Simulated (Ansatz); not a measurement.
**MgF2: pressure up to the limit of the methods**

One table from this session's results is given with a row withheld; the runs are named, their logs left out.

Method: DFT PBEsol, with the methods named in each step, in Ansatz 0.2.0.

## The structure to begin with

The structure is tetragonal, space group P4_2/mnm (No. 136). Conventional cell: a = 4.693 Å, b = 4.693 Å, c = 3.097 Å, α = 90.00°, β = 90.00°, γ = 90.00°. Mg (site symmetry mmm) is surrounded by 6 F at 2.02 Å. Around F (site symmetry m2m) lie 3 Mg at 2.02 Å.

Structure file:

```
CELL_PARAMETERS angstrom
4.69311 0.00000 0.00000
0.00000 4.69311 0.00000
0.00000 0.00000 3.09745
ATOMIC_POSITIONS crystal
Mg 0.00000 0.00000 0.00000
Mg 0.50000 0.50000 0.50000
F 0.30500 0.30500 0.00000
F 0.69500 0.69500 0.00000
F 0.80500 0.19500 0.50000
F 0.19500 0.80500 0.50000
```

Whether this phase is the stable one at these pressures isn't tested.

Atoms are numbered in the order of the input: Mg1, Mg2, F3, F4, F5, F6.

The first run:

File input.yaml:

```yaml
crystal:
  lattice:
    - [4.6931053341, 0.0, 0.0]
    - [0.0, 4.6931053341, 0.0]
    - [0.0, 0.0, 3.0974495205]
  atoms:
    - { symbol: Mg, position: [0.0, 0.0, 0.0] }
    - { symbol: Mg, position: [0.5, 0.5, 0.5] }
    - { symbol: F, position: [0.305, 0.305, 0.0] }
    - { symbol: F, position: [0.695, 0.695, 0.0] }
    - { symbol: F, position: [0.805, 0.195, 0.5] }
    - { symbol: F, position: [0.195, 0.805, 0.5] }
kpoints:
  mp_grid: { grid: [7, 7, 10] }
scf:
  occupations: { method: fermi_dirac, width: 0.08 }
hamiltonian:
  xc: pbesol
  pseudopotentials: { kind: paw }
output:
  forces: true
  stress: true
relax:
  f_tol: 0.005
  max_steps: 40
  cell: {}
```

Launch:

```
$ ansatz run input.yaml --threads 2 --pin off --max-ram 5120MiB --backend cpu --events-out ev --progress --plain --runs-dir out
```

Steps of the session up to this table: Cell relaxed at zero pressure, PAW; Volume scaled by 1, PAW; Volume scaled by 1, PAW (cutoff 1000 eV); Shape and atoms relaxed at 0.94 of the volume, PAW; Volume scaled by 0.94, PAW; Shape and atoms relaxed at 0.88 of the volume, PAW; Volume scaled by 0.88, PAW; Volume scaled by 0.88, PAW (source ansatz); Shape and atoms relaxed at 0.8 of the volume, PAW; Volume scaled by 0.8, PAW; Shape and atoms relaxed at 0.72 of the volume, PAW; Volume scaled by 0.72, PAW; Shape and atoms relaxed at 0.62 of the volume, PAW; Volume scaled by 0.62, PAW; Volume scaled by 0.62, PAW (cutoff 1000 eV).

One table of the session follows, with a row left open; its other results are not shown here.

| method | volume over the first | volume (Å³/atom) | pressure (GPa) | gap on the k mesh (eV) | largest force (eV/Å) |
| --- | --- | --- | --- | --- | --- |
| PAW | 1 | 10.985 | -0.02 | 6.89 | 0.001 |
| PAW | 0.94 | 10.326 | 6.92 | 7.30 | 0.001 |
| PAW | 0.88 | 9.667 | 16.57 | 7.78 | 0.000 |
| PAW | 0.8 | ? | ? | ? | ? |
| PAW | 0.72 | 7.909 | 66.13 | 9.37 | 0.000 |
| PAW | 0.62 | 6.811 | 133.05 | 10.69 | 0.001 |
| PAW (cutoff 1000 eV) | 1 | 10.985 | -0.03 | 6.89 | 0.000 |
| PAW (cutoff 1000 eV) | 0.62 | 6.811 | 133.08 | 10.69 | 0.002 |
| PAW (source ansatz) | 0.88 | 9.667 | 16.53 | 7.77 | 0.005 |

Q: Estimate the row for PAW, 0.8 from the others.

As computed: volume (Å³/atom): 8.788; pressure (GPa): 35.69; gap on the k mesh (eV): 8.50; largest force (eV/Å): 0.001. In the column «volume (Å³/atom)» it lies between PAW, 0.72 (7.909) and PAW, 0.88 (9.667).
